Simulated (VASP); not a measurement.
# Co (P6_3/mmc) in VASP: notebook

Aim: see how the results for Co move with the level of theory and the settings. Levels: PBEsol, LDA. Tasks: electric field gradients.

Program: VASP 6.6.1. These are calculated values, not measurements. Logs are shortened: lines on timing, memory, paths and dates and some standing lists are left out, and cuts for length are marked.

## (1) The crystal as given

Symmetry: P6_3/mmc, No. 194, hexagonal system. The conventional cell has a = 2.507 Å, b = 2.507 Å, c = 4.070 Å, α = 90.00°, β = 90.00°, γ = 120.00°. Co (site symmetry -6m2) has 12 Co at 2.50 to 2.51 Å as nearest neighbours.

## (2) Electric field gradients, PBEsol, collinear spin, ferromagnetic start

INCAR reads:

```
  PREC = Accurate
  ENCUT = 520
  EDIFF = 1E-7
  ISMEAR = -1
  SIGMA = 0.05
  LREAL = False
  LASPH = True
  NELM = 120
  ALGO = Normal
  ISIF = 2
  LWAVE = False
  LCHARG = False
  ISPIN = 2
  MAGMOM = 1.5 1.5
  LORBIT = 11
  LMAXMIX = 4
  GGA = PS
  LEFG = True
```

KPOINTS reads:

```
regular mesh
0
Gamma
  15 15 8
```

POSCAR reads:

```
Co
1.0
    2.5074000000      0.0000000000      0.0000000000
   -1.2537000000      2.1714720974      0.0000000000
    0.0000000000      0.0000000000      4.0699000000
Co
2
Direct
    0.3333333333      0.6666666667      0.2500000000
    0.6666666667      0.3333333333      0.7500000000
```

Potentials or basis: VASP PAW PBE potentials, release 64 (Co).

Run with:

```bash
$ cat potpaw_PBE.64/Co/POTCAR > POTCAR
$ mpirun -np 1 vasp_std > vasp.out
```

OUTCAR:

```text
PREC = Accurate
   ENCUT = 520
   EDIFF = 1E-7
   ISMEAR = -1
   LREAL = False
   LASPH = True
   NELM = 120
   ISIF = 2
   ISPIN = 2
   LORBIT = 11
   GGA = PS

 ion  position               nearest neighbor table
   1  0.333  0.667  0.250-   2 2.50   2 2.50   2 2.50   2 2.50   2 2.50   2 2.50
   2  0.667  0.333  0.750-   1 2.50   1 2.50   1 2.50   1 2.50   1 2.50   1 2.50

  LATTYP: Found a hexagonal cell.
 ALAT       =     2.5074000000
 C/A-ratio  =     1.6231554598

  Lattice vectors:

 A1 = (   2.5074000000,   0.0000000000,   0.0000000000)
 A2 = (  -1.2537000000,   2.1714720974,   0.0000000000)
 A3 = (   0.0000000000,   0.0000000000,   4.0699000000)

Analysis of symmetry for initial positions (statically):
=====================================================================
 Subroutine PRICEL returns:
 Original cell was already a primitive cell.

 Routine SETGRP: Setting up the symmetry group for a
 hexagonal supercell.

 Subroutine GETGRP returns: Found 24 space group operations
 (whereof 12 operations were pure point group operations)
 out of a pool of 24 trial point group operations.

The static configuration has the point symmetry D_3d.
 The point group associated with its full space group is D_6h.

Analysis of symmetry for dynamics (positions and initial velocities):
=====================================================================
 Subroutine PRICEL returns:
 Original cell was already a primitive cell.

 Routine SETGRP: Setting up the symmetry group for a
 hexagonal supercell.

 Subroutine GETGRP returns: Found 24 space group operations
 (whereof 12 operations were pure point group operations)
 out of a pool of 24 trial point group operations.

The dynamic configuration has the point symmetry D_3d.
 The point group associated with its full space group is D_6h.

Analysis of structural, dynamic, and magnetic symmetry:
=====================================================================
 Subroutine PRICEL returns:
 Original cell was already a primitive cell.

 Routine SETGRP: Setting up the symmetry group for a
 hexagonal supercell.

 Subroutine GETGRP returns: Found 24 space group operations
 (whereof 12 operations were pure point group operations)
 out of a pool of 24 trial point group operations.

The overall configuration has the point symmetry D_3d.
 The point group associated with its full space group is D_6h.

 Subroutine INISYM returns: Found 24 space group operations
 (whereof 12 operations are pure point group operations),
 and found     1 'primitive' translations

----------------------------------------------------------------------------------------

                                     Primitive cell

  volume of cell :      22.1596

  direct lattice vectors                    reciprocal lattice vectors
     2.507400000  0.000000000  0.000000000     0.398819494  0.230258542  0.000000000
    -1.253700000  2.171472097  0.000000000     0.000000000  0.460517085  0.000000000
     0.000000000  0.000000000  4.069900000     0.000000000  0.000000000  0.245706283

  length of vectors
     2.507400000  2.507400000  4.069900000     0.460517085  0.460517085  0.245706283

  position of ions in fractional coordinates (direct lattice)
     0.333333333  0.666666667  0.250000000
     0.666666667  0.333333333  0.750000000

  ion indices of the primitive-cell ions
   primitive index   ion index
                 1           1
                 2           2

----------------------------------------------------------------------------------------

 KPOINTS: regular mesh

Automatic generation of k-mesh.
 Grid dimensions read from file:
 generate k-points for:   15   15    8

 Generating k-lattice:

  Cartesian coordinates                     Fractional coordinates (reciprocal lattice)
     0.026587966  0.015350569  0.000000000     0.066666667  0.000000000  0.000000000
[... 81 lines left out ...]
  Fermi-wavevector in a.u.,A,eV,Ry     =   1.527490  2.886538 31.745475  2.333227
  Thomas-Fermi vector in A             =   2.635379
   LORBIT       =     11    0 simple, 1 ext, 2 COOP (PROOUT), +10 PAW based schemes
   GGA     = PS    functional components
   LHFCALC =     F    Hartree Fock is set to
   AEXX    =    0.0000 exact exchange contribution
   IVDW    =     0    specifies the selected vdW correction
   LEPSILON=     F    determine dielectric tensor
   LRPA    =     F    only Hartree local field effects (RPA)
 spin polarized calculation
  energy-cutoff  :      520.00
  volume of cell :       22.16
 maximum number of plane-waves:       612
 NGX is ok and might be reduce to    20
   NGX =  9   NGY =  9   NGZ = 15

 number of electron      18.0000002 magnetization       3.2708621

 Free energy of the ion-electron system (eV)
  ---------------------------------------------------
  ext. energy  EPLUGINS =         0.00000000
  ---------------------------------------------------
  free energy    TOTEN  =       -15.41097216 eV

  energy without entropy =      -15.39693872  energy(sigma->0) =      -15.40395544

 E-fermi :   9.7727     XC(G=0): -13.4547

 val. band max:        9.7704575536   @ k =   0.0667   0.0667   0.2500
 cond. band min:       9.7775728053   @ k =   0.3333   0.0000   0.5000
 fundamental gap:      0.0071152516
 Fermi energy:         9.7726879860

 spin component 1

 k-point     1 :       0.0000    0.0000    0.0000
  band No.  band energies     occupation
      1       0.9268      1.00000
      2       4.7197      1.00000
      3       7.1856      1.00000
      4       7.2276      1.00000
      5       7.2276      1.00000
      6       7.5261      1.00000
      7       7.5261      1.00000
      8       7.8756      1.00000
      9       7.8756      1.00000
     10       8.9329      1.00000
     11       8.9329      1.00000
     12       9.6118      0.96152
     13      15.8660      0.00000
     14      31.5647      0.00000
[... 403 lines left out ...]
      4       6.5867      1.00000
      5       6.9367      1.00000
      6       7.1506      1.00000
      7       7.7233      1.00000
      8       8.8426      1.00000
      9       8.9916      1.00000
     10       9.0336      1.00000
     11      12.4167      0.00000
     12      13.7557      0.00000
     13      18.8393      0.00000
     14      20.5328      0.00000
     15      20.8179      0.00000

 [... further k-points ...]

 spin component 2

 k-point     1 :       0.0000    0.0000    0.0000
  band No.  band energies     occupation
      1       0.9858      1.00000
      2       5.6860      1.00000
      3       8.8186      1.00000
      4       8.8703      1.00000
      5       8.8703      1.00000
      6       9.2205      0.99998
      7       9.2205      0.99998
      8       9.6197      0.95521
      9       9.6479      0.92379
     10       9.6479      0.92379
     11      10.8189      0.00000
     12      10.8189      0.00000
     13      16.9055      0.00000
     14      31.3836      0.00000
[... 403 lines left out ...]
      4       7.4893      1.00000
      5       8.5061      1.00000
      6       8.6492      1.00000
      7       9.3291      0.99986
      8      10.6694      0.00000
      9      10.8886      0.00000
     10      10.8942      0.00000
     11      13.4347      0.00000
     12      14.7364      0.00000
     13      19.3297      0.00000
     14      21.0282      0.00000
     15      21.2283      0.00000

 [... further k-points ...]
[... 5 lines left out ...]
  --------------------------------------------------------------------------------------
  -------------------------------------------------------------------------------------
  Total       -1.8994012     -1.8994012     -2.0477255      0.0000000     -0.0000000      0.0000000
  in kB     -137.3300801   -137.3300801   -148.0541928      0.0000000     -0.0000000      0.0000000
  external PRESSURE =    -140.9047843 kB  Pullay stress =       0.0000000 kB

 VOLUME and BASIS-vectors are now :
 -----------------------------------------------------------------------------
  energy-cutoff  :      520.00
  volume of cell :       22.16
      direct lattice vectors                 reciprocal lattice vectors
     2.507400000  0.000000000  0.000000000     0.398819494  0.230258542  0.000000000
    -1.253700000  2.171472097  0.000000000     0.000000000  0.460517085  0.000000000
     0.000000000  0.000000000  4.069900000     0.000000000  0.000000000  0.245706283

 POSITION                                       TOTAL-FORCE (eV/Angst)
 -----------------------------------------------------------------------------------
     -0.00000      1.44765      1.01747         0.000000      0.000000      0.000000
      1.25370      0.72382      3.05242        -0.000000      0.000000      0.000000
 -----------------------------------------------------------------------------------
    total drift:                                0.000000      0.000000     -0.000000

  FREE ENERGIE OF THE ION-ELECTRON SYSTEM (eV)
  ---------------------------------------------------
  free  energy   TOTEN  =       -15.4109721633 eV

  energy  without entropy=      -15.3969387236  energy(sigma->0) =      -15.40395544

 Electric field gradients (V/A^2)
---------------------------------------------------------------------
 ion       V_xx      V_yy      V_zz      V_xy      V_xz      V_yz
---------------------------------------------------------------------
   1       1.215     1.214    -2.429    -0.001     0.000    -0.000
   2       1.215     1.214    -2.429    -0.001    -0.000     0.000
---------------------------------------------------------------------

 Electric field gradients after diagonalization (V/A^2)
 (convention: |V_zz| > |V_xx| > |V_yy|)
----------------------------------------------------------------------
 ion       V_xx      V_yy      V_zz     asymmetry (V_yy - V_xx)/ V_zz
----------------------------------------------------------------------
   1       1.215     1.214    -2.429       0.001
   2       1.215     1.214    -2.429       0.001
----------------------------------------------------------------------

           NMR quadrupolar parameters

 Cq : quadrupolar parameter    Cq=e*Q*V_zz/h
 eta: asymmetry parameters     (V_yy - V_xx)/ V_zz
 Q  : nuclear electric quadrupole moment in mb (millibarn)
----------------------------------------------------------------------
 ion       Cq(MHz)       eta       Q (mb)
----------------------------------------------------------------------
   1      -0.006       0.001       1.000
   2      -0.006       0.001       1.000
----------------------------------------------------------------------

 total charge

# of ion       s       p       d       tot
------------------------------------------
    1        0.481   0.507   7.243   8.230
    2        0.481   0.507   7.243   8.230
--------------------------------------------------
tot          0.962   1.013  14.486  16.461

 magnetization (x)

# of ion       s       p       d       tot
------------------------------------------
    1       -0.014  -0.050   1.717   1.654
    2       -0.014  -0.050   1.717   1.654
--------------------------------------------------
tot         -0.028  -0.099   3.435   3.308
```

Run time: 40 s. Hardware: 1 thread of Intel Xeon 6975P-C (Granite Rapids), shared host; peak memory 0.19 GiB.

Results:

```
Free energy                                           : -15.4110 eV
Pressure                                              : -14.1 GPa
Band gap on the k mesh                                : none (metal or under the smearing width)
Net moment                                            : 3.27 μB per cell
Site moments                                          : Co +1.65 μB
Valence electrons inside the program's atomic spheres : Co 8.23
```

Levels at points of the mesh, in eV from the Fermi level:
Spin up:
| k point | band 8 | band 9 | band 10 | band 11 | band 12 | band 13 | band 14 | band 15 |
| --- | --- | --- | --- | --- | --- | --- | --- | --- |
| (0.00, 0.00, 0.00) | -1.90 | -1.90 | -0.84 | -0.84 | -0.16 | 6.09 | 21.79 | 24.16 |
| (0.00, 0.00, 0.50) | -2.61 | -1.14 | -1.14 | -1.14 | -1.14 | 14.64 | 14.64 | 22.50 |
Spin down:
```
           k point  band 5  band 6  band 7  band 8  band 9  band 10
(0.00, 0.00, 0.00)   -0.90   -0.55   -0.55   -0.15   -0.12    -0.12
(0.00, 0.00, 0.50)   -0.96   -0.96   -0.96   -0.96    0.72     0.72
```

Electric field gradients, principal values (V/Å²):
```csv
atom,Vxx,Vyy,Vzz
1 Co,1.214,1.215,-2.429
2 Co,1.214,1.215,-2.429
```

Caveat: the PAW data sets were made with another functional, which shifts forces and pressure a little.

(Part 1 of 3 ends here.)
